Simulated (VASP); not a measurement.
Input of a VASP 6.6.1 run:

Contents of INCAR:

```
SYSTEM = Co
  PREC = Accurate
  ENCUT = 520
  EDIFF = 1E-7
  ISMEAR = -1
  SIGMA = 0.05
  LREAL = .FALSE.
  LASPH = .TRUE.
  NELM = 100
  ALGO = Normal
  ISIF = 2
  LWAVE = .FALSE.
  LCHARG = .FALSE.
  ISPIN = 2
  MAGMOM = 2
  LORBIT = 11
  LMAXMIX = 4
  LDIPOL = .TRUE.
  IDIPOL = 3
  DIPOL = 0.5 0.5 0.294
  GGA = RE
  IBRION = 2
  NSW = 60
  EDIFFG = -0.01
```

KPOINTS

```
regular mesh
0
G
  10 10 1
  0 0 0
```

The input POSCAR:

```
Co
1.0
    2.3471500000      0.0000000000      0.0000000000
   -1.1735800000      2.0326900000      0.0000000000
    0.0000000000      0.0000000000     23.8000000000
Co
1
Selective dynamics
Direct
    0.0000000000      0.0000000000      0.2941200000  F F F
```

Potentials or basis: VASP PAW PBE potentials, release 64 (Co).

Command:

```console
$ cat potpaw_PBE.64/Co/POTCAR > POTCAR
$ mpirun -np 1 vasp_std > vasp.out
```

(1) Estimate the band gap on the k mesh.

(2) Estimate the site moments.

Results:

(1) none (metal or under the smearing width).

(2) Co +1.78 μB.

Caveat: the relaxation stopped at its first step, so nothing moved.
